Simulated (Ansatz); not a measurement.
## Localised basis functions on generalised stacking fault on (110) of a KCl-RbCl solid solution (80 atoms)

Aim: test how closely localised support functions follow the reference on generalised stacking fault on (110) of a KCl-RbCl solid solution (80 atoms), and at what cost. A setting counts as converged where the r.m.s. difference of forces stays under 1 % of the r.m.s. force.

Main program and level: Ansatz 0.2.0; Kohn-Sham DFT, PBE, PAW (set soft_2), plane waves.

Most raw output is cut from this account.

**1. Set-up**

The cell holds 80 atoms: 13 Rb, 40 Cl and 27 K. Cell: a = 7.339 Å, b = 10.379 Å, c = 26.094 Å, α = 90.0°, β = 86.6°, γ = 90.0°. It derives from KCl and RbCl. CsCl-type KCl lattice (a = 3.6697 Å, the value set for the mixture), cell with z along [110], 2 x 2 x 5 periods; the third cell vector is tilted by 0.417 of [001] and lengthened by 0.1 Å, so the cell holds one fault; displaced by a Gaussian of 0.01 Å; 13 of 40 K sites given to Rb at random (lattice constant by Vegard's rule between KCl and RbCl).

Before any run, some limits are plain. The host structure and its lattice constant were typed by rule, without a check against the phase diagram.

**2. Plane-wave single point**

The first run fixes the reference, at a cutoff of 420 eV.

Contents of input.yaml:

```yaml
crystal:
  lattice:
    - [7.3394, 0.0, 0.0]
    - [0.0, 10.37948, 0.0]
    - [1.52902, 0.0, 26.0487]
  atoms:
    - { symbol: Rb, position: [0.79173, 0.00092, 0.99566] }
    - { symbol: Cl, position: [0.2287, 0.00062, 0.09925] }
    - { symbol: K, position: [0.2931, 0.99894, 0.99608] }
    - { symbol: Cl, position: [0.73063, 0.9991, 0.09992] }
    - { symbol: K, position: [0.79019, 0.49869, 0.99572] }
    - { symbol: Cl, position: [0.2308, 0.49817, 0.09923] }
    - { symbol: K, position: [0.29001, 0.49943, 0.99551] }
    - { symbol: Cl, position: [0.73229, 0.49891, 0.09929] }
[... 68 atom lines left out ...]
    - { symbol: K, position: [0.81434, 0.74971, 0.89558] }
    - { symbol: Cl, position: [0.04156, 0.74949, 0.99572] }
    - { symbol: Rb, position: [0.31488, 0.75033, 0.89632] }
    - { symbol: Cl, position: [0.54486, 0.75161, 0.99571] }
kpoints:
  mp_grid: { grid: [2, 1, 1] }
hamiltonian:
  xc: pbe
scf:
  occupations: { method: fermi_dirac, width: 0.05 }
output:
  forces: true
  stress: true
  populations: true
  dos:
    method: { smearing: { sigma: 0.15 } }
    de: 0.1
    projected: { site_lists: { Cl: [Cl], K: [K], Rb: [Rb] } }
  eigenvalues: true
  write_density: true
  write_potential: true
  volumetric_format: npy
  elf: true
```

Command:

```sh
$ ansatz run input.yaml --threads 8 --pin off --max-ram 15872MiB --backend cpu --events-out ev --progress --plain --runs-dir out
```

Wall time 41 s (8 threads of Arm Neoverse V2, shared host); peak memory 6.8 GiB.

Numbers from this run:

* free energy: -127320.2566 eV
* free energy per atom: -1591.5032 eV/atom
* SCF cycles: 7
* pressure: 5.439 GPa
* r.m.s. force component: 0.2549 eV/Å
* longest force: 1.46 eV/Å
* Fermi energy: 6.452 eV
* gap (highest filled to lowest empty level): 5.513 eV
* spilling of the projection: 0.004382

The r.m.s. force component of 0.25 eV/Å and the pressure of 5.4 GPa set the scale for the differences below.

**3. Support functions low**

With localised support functions most steps grow linearly with size, though the diagonalisation grows faster unless the density matrix is cut; this run measures error and cost at this size. The level low gives here a grid of 30×48×108 points and a radius of 4.36 Å.

This step: Kohn-Sham DFT, PBE, PAW (set soft_2), localised support functions (low) (Ansatz 0.2.0).

input.yaml, the sections that differ from step 2:

```yaml
scf:
  occupations: { method: fermi_dirac, width: 0.05 }
  eigensolver: { kind: { support_functions: { accuracy: low } } }
  mixing: { beta: 0.2 }
  max_iter: 150
output:
  forces: true
  eigenvalues: true
# crystal, kpoints, hamiltonian: as in step 2
```

It took 62 s on 8 threads; peak memory 3.1 GiB.

The program notes that the band table was not solved further than the SCF left it and it switched symmetry off.

Keys that differ from the reference: support_functions.accuracy = "low", scf.max_iter = 150 and scf.mixing.beta = 0.2.

Forces differ from the reference by 0.29 meV/Å r.m.s., 0.11 % of their size, well within a tolerance of 1 %; the energy by -0.21 meV/atom. It took 62 s and 15 cycles; the reference's time can't be set against it, since the two runs asked for unlike analyses.

**4. Support functions medium**

The level medium is asked for. Here it resolves to the same grid and radius as in the run with support functions low, so the basis is not new.

This step: Kohn-Sham DFT, PBE, PAW (set soft_2), localised support functions (medium) (Ansatz 0.2.0).

input.yaml, the sections that differ from step 3:

```yaml
scf:
  occupations: { method: fermi_dirac, width: 0.05 }
  eigensolver: { kind: { support_functions: { accuracy: medium } } }
  mixing: { beta: 0.2 }
  max_iter: 150
# crystal, kpoints, hamiltonian, output: as in step 3
```

Run time: 67 s. Hardware: 8 threads; peak memory 3.1 GiB.

Keys that differ from the reference: support_functions.accuracy = "medium", scf.max_iter = 150 and scf.mixing.beta = 0.2.

Forces differ from the reference by 0.28 meV/Å r.m.s., 0.11 % of their size, well within a tolerance of 1 %; the energy by -0.21 meV/atom. It took 67 s and 17 cycles; the reference's time can't be set against it, since the two runs asked for unlike analyses.

**5. Support functions high**

With localised support functions most steps grow linearly with size, though the diagonalisation grows faster unless the density matrix is cut; this run measures error and cost at this size. The level high gives here a grid of 48×54×144 points and a radius of 5.21 Å.

This step: Kohn-Sham DFT, PBE, PAW (set soft_2), localised support functions (high) (Ansatz 0.2.0).

input.yaml, the sections that differ from step 4:

```yaml
scf:
  occupations: { method: fermi_dirac, width: 0.05 }
  eigensolver: { kind: { support_functions: { accuracy: high } } }
  mixing: { beta: 0.2 }
  max_iter: 150
# crystal, kpoints, hamiltonian, output: as in step 4
```

Elapsed: 4.3 min, on 8 threads; peak memory 6.4 GiB; 34 min of CPU time.

Keys that differ from the reference: support_functions.accuracy = "high", scf.max_iter = 150 and scf.mixing.beta = 0.2.

Forces differ from the reference by 0.023 meV/Å r.m.s., 0.0091 % of their size, well within a tolerance of 1 %. It took 4.3 min and 19 cycles; the reference's time can't be set against it, since the two runs asked for unlike analyses.

**6. Support functions medium, radius 3.48 Å**

The radius confines each support function; a larger one gives more freedom and more work per atom.

This step: Kohn-Sham DFT, PBE, PAW (set soft_2), localised support functions (medium) (Ansatz 0.2.0).

input.yaml, the sections that differ from step 5:

```yaml
scf:
  occupations: { method: fermi_dirac, width: 0.05 }
  eigensolver: { kind: { support_functions: { accuracy: medium, radius: 3.48 } } }
  mixing: { beta: 0.2 }
  max_iter: 150
# crystal, kpoints, hamiltonian, output: as in step 5
```

Run time: 1.1 s. Hardware: 8 threads; peak memory 0.34 GiB.

The program refuses radii under 4.14 Å for these atoms at this level.

**7. Support functions medium, radius 3.83 Å**

input.yaml, the sections that differ from step 6:

```yaml
scf:
  occupations: { method: fermi_dirac, width: 0.05 }
  eigensolver: { kind: { support_functions: { accuracy: medium, radius: 3.83 } } }
  mixing: { beta: 0.2 }
  max_iter: 150
# crystal, kpoints, hamiltonian, output: as in step 6
```

It took 1 s on 8 threads; peak memory 0.33 GiB; 4.8 s of CPU time.

The program refuses radii under 4.14 Å for these atoms at this level.

**8. Changed: accuracy = "medium"**

Changed here: accuracy = "medium".

This step: Kohn-Sham DFT, PBE, PAW (set soft_2), plane waves (Ansatz 0.2.0).

input.yaml, the sections that differ from step 7:

```yaml
scf:
  occupations: { method: fermi_dirac, width: 0.05 }
output:
  forces: true
  stress: true
  populations: intrinsic
  dos:
    method: { smearing: { sigma: 0.08 } }
    de: 0.1
    projected: { site_lists: { Cl: [Cl], K: [K], Rb: [Rb] } }
  eigenvalues: true
accuracy: medium
# crystal, kpoints, hamiltonian: as in step 7
```

Run time: 38 s. Hardware: 8 threads; peak memory 6.8 GiB; 4.8 min of CPU time.

Forces differ from the reference by 0.001 meV/Å r.m.s., 3.0e-4 % of their size. The change had no effect here: energy, forces and cycles are those of the reference.

Runs without a result: support functions medium, radius 3.48 Å (error); support functions medium, radius 3.83 Å (error).

**9. The ladder side by side**

Differences are against the plane-wave reference (Kohn-Sham DFT, PBE, PAW (set soft_2), plane waves), whose r.m.s. force component is 0.255 eV/Å. Energies are set beside the reference only for runs with its functional, potentials and electron count. Times are for 8 threads of Arm Neoverse V2, shared host. The reference's time includes the DOS, ELF, the stress and grids, which some other runs skip.

```csv
run,"Δ force, r.m.s. (meV/Å)",share of r.m.s. force (%),Δ energy (meV/atom),Δ pressure (GPa),Δ gap (eV),cycles,time,host memory (GiB)
reference,-,-,-,-,-,7,41 s,6.8
support functions low,0.288,0.113,-0.213,-,2.0e-4,15,62 s,3.1
support functions medium,0.284,0.112,-0.213,-,-2.0e-4,17,67 s,3.1
support functions high,0.023,0.0091,-0.0147,-,-3.0e-4,19,4.3 min,6.4
accuracy = "medium",0.001,3.0e-4,0,0,0,7,38 s,6.8
```

**10. What the reference run shows**

The comparisons rest on this run, so its electronic structure is set out here.

Neighbours are counted within 3.62 Å (Cl-K), 3.62 Å (Cl-Rb).

Length of the force by element and coordination:

```csv
element,coordination,atoms,mean length of the force (eV/Å),spread,least,most
Cl,all,40,0.354,0.279,0.123,1.46
Cl,7,8,0.835,0.288,0.549,1.46
Cl,8,32,0.234,0.0671,0.123,0.356
K,all,27,0.222,0.332,0.0073,0.944
K,7,6,0.84,0.0626,0.745,0.944
K,8,21,0.0455,0.0208,0.0073,0.089
Rb,all,13,0.235,0.432,0.0238,1.34
Rb,7,2,1.24,0.0973,1.15,1.34
Rb,8,11,0.0512,0.0175,0.0238,0.0768
```

Löwdin charges by element and coordination (they lack the spilled electrons, 0.035 e an atom on average):

```csv
element,coordination,atoms,mean charge (e),spread,least,most
Cl,all,40,-0.699,7.0e-4,-0.701,-0.698
Cl,7,8,-0.699,0.001,-0.701,-0.698
Cl,8,32,-0.699,6.0e-4,-0.701,-0.698
K,all,27,0.756,0.0066,0.742,0.767
K,7,6,0.761,0.0048,0.753,0.767
K,8,21,0.754,0.0062,0.742,0.763
Rb,all,13,0.797,0.0057,0.787,0.807
Rb,7,2,0.805,0.0018,0.803,0.807
Rb,8,11,0.796,0.0051,0.787,0.804
```

States in the cell by windows of 1 eV, zero at the Fermi level; the larger projections on atomic orbitals stand beside the total:

```csv
from (eV),to (eV),total,Cl p,K s,Rb p,K p
-14,-13,78.3,0.4,0.0,0.1,72.8
-13,-12,0.0,0.0,0.0,0.0,0.0
-12,-11,50.1,1.2,0.1,47.8,0.2
-11,-10,27.9,0.5,0.0,26.8,0.1
-10,-6,0.0,0.0,0.0,0.0,0.0
-6,-5,0.2,0.2,0.0,0.0,0.0
-5,-4,74.6,69.0,2.4,0.6,0.6
-4,-3,138.3,133.0,0.9,1.2,0.7
-3,-2,26.9,26.5,0.0,0.1,0.0
-2,2,0.0,0.0,0.0,0.0,0.0
2,3,1.0,0.0,0.6,0.0,0.0
3,4,15.4,0.2,3.9,0.0,0.0
4,5,61.2,1.4,12.1,0.1,0.1
```

Between -26 and -14 eV lie 164 more states.

About 80 of the 640 electrons lie in deeper levels, below the stored range.

The levels nearest the highest filled one (over half full), pooled over k-points and spins:

```csv
level less the highest filled one (eV),occupation
-0.104,2
-0.0853,2
-0.0408,2
-0.04,2
-0.0152,2
0,2
5.51,0
5.96,0
6.09,0
6.18,0
6.26,0
6.31,0
```

Valence density in the ca plane at fractional y = 0.000, with atoms of Rb and Cl and K within 0.2 Å of it. It is the smooth field of the valence electrons, not physical close to the nuclei.

Values in e/Å³, 11 rows by 16 columns, each cell a mean:
```
1.8 0.8 0.1 0.1 0.3 2.6 0.8 0.1 0.3 0.1 1.1 0.5 0.2 0.8 0.2 0.4
1.8 0.6 0.1 0.1 0.4 3.4 1.3 0.1 0.1 0.2 3.2 1.9 0.1 0.1 0.1 1.5
0.4 0.2 0.6 0.7 0.1 0.9 0.3 0.2 0.3 0.1 1.8 1.1 0.1 0.1 0.1 1.5
0.0 0.1 1.1 1.2 0.2 0.0 0.1 0.9 1.3 0.2 0.1 0.1 0.4 1.0 0.2 0.6
0.3 0.1 0.9 1.2 0.2 0.1 0.1 1.0 1.2 0.3 0.0 0.0 0.8 1.1 0.5 0.1
1.7 0.5 0.2 0.3 0.2 1.2 0.4 0.4 0.8 0.2 0.3 0.2 0.5 1.4 0.4 0.1
1.8 0.8 0.1 0.1 0.4 3.5 1.4 0.1 0.1 0.2 2.4 1.3 0.1 0.3 0.1 1.0
1.1 0.4 0.2 0.3 0.2 2.1 0.8 0.1 0.1 0.2 3.0 1.8 0.1 0.1 0.1 2.6
0.1 0.1 1.0 1.2 0.2 0.2 0.1 0.5 0.9 0.2 0.7 0.4 0.2 0.4 0.1 1.3
0.1 0.1 1.1 1.2 0.2 0.0 0.1 1.0 1.1 0.3 0.0 0.0 0.7 1.4 0.4 0.1
1.0 0.2 0.5 0.8 0.1 0.2 0.1 0.7 1.3 0.3 0.1 0.1 0.8 1.3 0.5 0.0
```
Columns run along c (16.0 Å, from fractional 0.39 to 1.00 of the cell), rows up along a (7.3 Å). Atoms in or near the plane, at fractional coordinates: Rb at (0.00, 0.79), K at (0.00, 0.29), Rb at (0.40, 0.91), Cl at (0.50, 0.15), Rb at (0.40, 0.41), Cl at (0.50, 0.65), K at (0.60, 0.88), Cl at (0.70, 0.11), K at (0.60, 0.38), Cl at (0.70, 0.60), K at (0.80, 0.84), Cl at (0.90, 0.06), K at (0.80, 0.34), Cl at (0.90, 0.56).

ELF in the ca plane at fractional y = 0.000, with atoms of Rb and Cl and K within 0.2 Å of it. It is the smooth field of the valence electrons, not physical close to the nuclei.

Values, 11 rows by 16 columns, each cell a mean:
```
0.27 0.12 0.77 0.78 0.18 0.09 0.09 0.72 0.52 0.38 0.24 0.20 0.54 0.83 0.31 0.52
0.83 0.44 0.51 0.66 0.24 0.64 0.30 0.68 0.71 0.34 0.29 0.17 0.59 0.77 0.42 0.08
0.62 0.74 0.08 0.08 0.57 0.79 0.69 0.29 0.55 0.29 0.82 0.69 0.29 0.72 0.22 0.64
0.76 0.69 0.12 0.11 0.61 0.61 0.79 0.11 0.03 0.50 0.65 0.79 0.22 0.06 0.35 0.80
0.71 0.32 0.64 0.68 0.34 0.83 0.62 0.28 0.45 0.36 0.79 0.81 0.18 0.10 0.38 0.72
0.10 0.16 0.69 0.61 0.27 0.30 0.17 0.70 0.75 0.31 0.59 0.50 0.36 0.76 0.25 0.78
0.62 0.24 0.73 0.73 0.24 0.28 0.14 0.70 0.48 0.40 0.08 0.06 0.61 0.76 0.42 0.20
0.81 0.57 0.37 0.51 0.37 0.83 0.51 0.53 0.80 0.27 0.63 0.43 0.45 0.84 0.33 0.31
0.57 0.75 0.05 0.04 0.64 0.62 0.77 0.13 0.19 0.41 0.79 0.80 0.18 0.33 0.24 0.82
0.84 0.56 0.23 0.24 0.53 0.77 0.74 0.12 0.13 0.47 0.66 0.79 0.24 0.01 0.42 0.70
0.37 0.16 0.74 0.77 0.24 0.68 0.38 0.55 0.75 0.29 0.81 0.74 0.19 0.40 0.28 0.82
```
Columns run along c (16.0 Å, from fractional 0.09 to 0.70 of the cell), rows up along a (7.3 Å). Atoms in or near the plane, at fractional coordinates: Cl at (0.10, 0.23), Cl at (0.10, 0.73), K at (0.20, 0.96), Cl at (0.30, 0.19), Rb at (0.20, 0.46), Cl at (0.30, 0.69), Rb at (0.40, 0.91), Cl at (0.50, 0.15), Rb at (0.40, 0.41), Cl at (0.50, 0.65), K at (0.60, 0.88), Cl at (0.70, 0.11), K at (0.60, 0.38), Cl at (0.70, 0.60).

Forces differ by site in this geometry: Cl atoms with 7 neighbours bear 0.83 eV/Å on average, against 0.23 eV/Å for those with 8. Mean Löwdin charges: Cl -0.70, K +0.76, Rb +0.80 e (they miss 0.44 % of the electrons, so they add up to more than the cell's charge).

**11. Local order**

Bonds and neighbours are counted at the geometry of the runs.

Density 3.00 g/cm³, 24.80 Å³ an atom.

Pair distribution functions g(r), in bins of 0.2 Å:

```csv
r (Å),total,Cl-Cl,Cl-K,Cl-Rb,K-K,K-Rb,Rb-Rb
2.60,0.07,0.00,0.20,0.00,0.00,0.00,0.00
2.80,0.20,0.00,0.39,0.41,0.00,0.00,0.00
3.00,0.00,0.00,0.00,0.00,0.00,0.00,0.00
3.20,7.42,0.00,14.78,15.02,0.00,0.00,0.00
3.40,0.00,0.00,0.00,0.00,0.00,0.00,0.00
3.60,4.05,8.05,0.00,0.00,7.90,8.50,7.60
3.80,0.05,0.14,0.00,0.00,0.00,0.16,0.00
4.00,0.24,0.48,0.00,0.00,0.53,0.55,0.00
4.20,0.11,0.16,0.04,0.00,0.12,0.25,0.51
4.40,0.21,0.26,0.20,0.16,0.46,0.00,0.00
4.60,0.00,0.00,0.00,0.00,0.00,0.00,0.00
4.80,0.09,0.00,0.19,0.13,0.00,0.00,0.00
5.00,0.00,0.00,0.00,0.00,0.00,0.00,0.00
5.20,3.96,7.94,0.00,0.00,7.66,8.21,8.02
5.40,0.04,0.10,0.00,0.00,0.07,0.07,0.00
5.60,0.14,0.25,0.00,0.00,0.42,0.29,0.00
5.80,0.30,0.15,0.49,0.40,0.13,0.07,0.28
6.00,4.81,0.00,9.27,10.33,0.00,0.00,0.00
6.20,0.95,0.00,2.12,1.46,0.00,0.00,0.00
6.40,1.85,3.71,0.00,0.00,3.15,4.78,1.61
6.60,0.00,0.00,0.00,0.00,0.00,0.00,0.00
6.80,0.29,0.02,0.57,0.40,0.14,0.10,0.00
7.00,0.20,0.14,0.37,0.18,0.05,0.09,0.00
7.20,0.09,0.02,0.16,0.18,0.00,0.00,0.00
7.40,1.02,2.03,0.00,0.00,2.41,1.25,3.82
7.60,0.20,0.31,0.08,0.05,0.45,0.23,0.33
7.80,0.24,0.36,0.13,0.15,0.36,0.37,0.00
```

Bonds by pair of elements; cutoffs follow the first minimum of g(r), held within bounds set by covalent radii, and pairs that aren't listed don't count as bonded:

```csv
pair A-B,cutoff (Å),bonds,mean length (Å),spread (Å),shortest (Å),B about A,A about B
Cl-K,3.62,210,3.17,0.08,2.69,5.25,7.78
Cl-Rb,3.62,102,3.17,0.065,2.70,2.55,7.85
```

How many atoms have how many bonded neighbours:

```csv
element,mean,7,8
Cl,7.8,8,32
K,7.78,6,21
Rb,7.85,2,11
```

For some of the pairs, g(r) has its first main peak near 3.67 Å (Cl-Cl), 3.18 Å (Cl-K), 3.18 Å (Cl-Rb), 3.67 Å (K-K), 3.67 Å (K-Rb) and 3.68 Å (Rb-Rb). With the cutoffs above, 80 % of Cl atoms have 8, 78 % of K atoms have 8 and 85 % of Rb atoms have 8 bonded neighbours.

Local excerpt of 14 atoms (numbers count through the whole input) about K5, which has 7 bonded neighbours where the commonest count for K is 8; x, y, z are measured from there.

```csv
atom,x,y,z,distance (Å),bonds,Löwdin charge (e),Fx,Fy,Fz (eV/Å)
K5,0.00,0.00,0.00,0.00,7,0.77,0.11,0.03,-0.83
Cl8,-0.27,0.00,2.70,2.71,7,-0.70,-0.04,0.15,0.69
Cl72,-1.80,0.01,-2.58,3.15,8,-0.70,0.06,-0.10,0.24
Cl76,-1.82,-2.59,0.01,3.17,7,-0.70,0.09,0.14,-1.45
Cl80,-1.80,2.63,0.00,3.18,7,-0.70,0.06,-0.17,-0.61
Cl74,1.86,-2.59,0.00,3.19,7,-0.70,0.18,0.15,-0.78
Cl78,1.84,2.60,0.00,3.19,7,-0.70,0.11,-0.13,-0.52
Cl70,1.86,0.03,-2.61,3.21,8,-0.70,-0.11,-0.17,0.29
K73,0.01,-2.60,-2.59,3.66,8,0.75,0.05,0.03,-0.01
K7,3.67,0.01,-0.01,3.67,7,0.76,0.09,0.03,-0.79
K7,-3.67,0.01,-0.01,3.67,7,0.76,0.09,0.03,-0.79
K77,0.02,2.61,-2.61,3.69,8,0.75,0.01,0.01,0.03
K9,1.56,-2.57,2.68,4.03,7,0.76,-0.10,-0.01,0.94
K17,1.54,2.59,2.71,4.05,7,0.77,-0.04,0.01,0.74
```

The column of bonds counts only the pairs Cl-K within 3.62 Å, Cl-Rb within 3.62 Å; other neighbours, such as metal atoms beside each other in a compound, aren't counted, and periodic images can show an atom twice.

**12. Summary of results**

| Item | Value |
| --- | --- |
| free energy per atom | -1591.5032 eV/atom |
| density | 3 g/cm³ |
| pressure | 5.439 GPa |
| r.m.s. force component | 0.2549 eV/Å |
| gap (highest filled to lowest empty level) | 5.513 eV |
| wall time of the 5 DFT runs | 7.7 min |

**Reading.** Against plane waves at 420 eV, the forces differ by 0.28 meV/Å (0.11 %) with support functions medium, and by 0.023 meV/Å in the closest run (support functions high). Accuracy = "medium" had no effect here: forces stay within 0.002 meV/Å and the energy within 0.002 meV/atom. At 80 atoms the fastest of the runs at a preset level, support functions low, takes roughly 1.5 times the time of plane waves (whose run also made extra analyses, so the like-for-like ratio is larger), in 15 SCF cycles against 7. Differences between support functions and plane waves include what basis error the plane-wave run still has.

Between filled and empty levels lie 5.51 eV on the run's k-points; the mesh holds the band edges only if they fold onto it, so the gap at this level can be narrower or closed, while semilocal functionals tend to narrow gaps against experiment. Forces differ by site in this geometry: Cl atoms with 7 neighbours bear 0.83 eV/Å on average, against 0.23 eV/Å for those with 8. With the cutoffs above, 80 % of Cl atoms have 8, 78 % of K atoms have 8 and 85 % of Rb atoms have 8 bonded neighbours.

Caveats: The geometry was built by rule, was displaced at random and isn't relaxed at this level: its force components are 0.25 eV/Å r.m.s. The pressure of 5.4 GPa means that a free cell would grow at this level.

[Logs are printed without paths, hosts, clocks, repeated set-up lines and the standing remarks that a program may print on its own settings, such as how far it seeks lower states.]

[Hosts, paths, dates, database ids (printed as entryN), source tags and the programs' standing remarks are cut or masked in the printed files.]
